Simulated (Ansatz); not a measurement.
BP2: from a trial structure to a relaxed crystal

Theory: Ansatz 0.2.0, DFT PBE, scalar-relativistic, plane waves, PAW. Cutoff 420 eV, Γ-centred k mesh, Gaussian smearing, no spin polarisation in the final step.

The start is a random cell of BP2 with space group P4_2 (No. 77), drawn with lower limits on the distances.

```xyz
6
Lattice="4.1101 0.0000 0.0000 0.0000 4.1101 0.0000 0.0000 0.0000 5.3255" Properties=species:S:1:pos:R:3 pbc="T T T"
B     2.0551    0.0000    0.3623
B     0.0000    2.0551    3.0250
P     0.5634    1.3700    1.3314
P     3.5467    2.7401    1.3314
P     2.7401    0.5634    3.9941
P     1.3700    3.5467    3.9941
```

Cell and atoms relax at zero pressure; the relaxation can't lower the symmetry of the start. After a coarse first stage the cell is made exact in the group found at 0.06 Å.

The zero of energy is the elements' standard structures at the same level; no fitted shifts are applied.

**Question.** Which crystal results?

**Answer.** It ends in P4_222 (No. 93). Conventional cell: a = 4.382 Å, c = 4.550 Å. Around B lie 4 P at 1.98 Å; around P lie 2 B at 1.98 Å and 1 P at 2.18 Å.

```xyz
6
Lattice="4.3819 0.0000 0.0000 0.0000 4.3819 0.0000 0.0000 0.0000 4.5497" Properties=species:S:1:pos:R:3 pbc="T T T"
B     2.1910    0.0000    0.0000
B     0.0000    2.1910    2.2749
P     0.7718    0.7718    1.1374
P     3.6102    3.6102    1.1374
P     3.6102    0.7718    3.4123
P     0.7718    3.6102    3.4123
```

**Question.** What are its volume, energy, density and gap?

**Answer.** The volume per atom is 14.56 Å³. The density is 2.77 g/cm³. The energy over the elements is 0.39 eV/atom and the gap on the 10×10×8 mesh is 0 eV (a metal).

The final run used a 10×10×8 mesh on its 6-atom cell and 0.10 eV smearing. For metals, differences of a few meV/atom aren't resolved. A structure relaxed within its symmetry needn't be a true minimum.

Cost: 2 runs of about 2.1 core-minutes in all, on Arm Neoverse V2 (shared hosts).